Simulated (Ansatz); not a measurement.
**Is this VN result the lowest state?**

The cell (2 atoms) is VN as a test cell of our own (not relaxed).

Computed with Ansatz development build ahead of 0.2.0, DFT, r2SCAN, PAW (an earlier, harder data set), plane waves, scalar-relativistic.

```yaml
crystal:
  lattice:
    - [0.0, 2.06087, 2.06087]
    - [2.06087, 0.0, 2.06087]
    - [2.06087, 2.06087, 0.0]
  atoms:
    - { symbol: V, position: [0, 0.0, 0.0], spin: 2.0 }
    - { symbol: "N", position: [0.5, 0.5, 0.5] }
kpoints:
  mp_grid: { grid: [4, 4, 4], shift: [0.5, 0.5, 0.5] }
hamiltonian:
  xc: r2scan
  pseudopotentials: { kind: paw }
magnetization:
  spin_polarized: true
scf:
  occupations: { method: fermi_dirac, width: "0.1 eV" }
```

Settings in force: cutoff 870 eV, smearing width 0.1 eV; default search for lower states.

The run converged after 19 iterations in all: spin-polarised, site moments V1 1.06 μB, total 1.33 μB per cell.

The mesh is coarse, so energy differences (and at times their sign) aren't converged.

With one magnetic atom in the cell its copies can only be parallel; orders in a larger cell may lie lower.

The run converged. Is this the lowest state of the cell, and if not, what lies lower and how is it reached?

No, on this mesh. A state 2.7 meV/atom (0.005 eV per cell) lower exists in this cell: non-magnetic (no spin polarisation). It was reached from: default search for lower states [spin off]. States within about 5 meV/atom are too close for this mesh, smearing and search to settle their order. Orders that need a larger cell or non-collinear spins weren't tried.
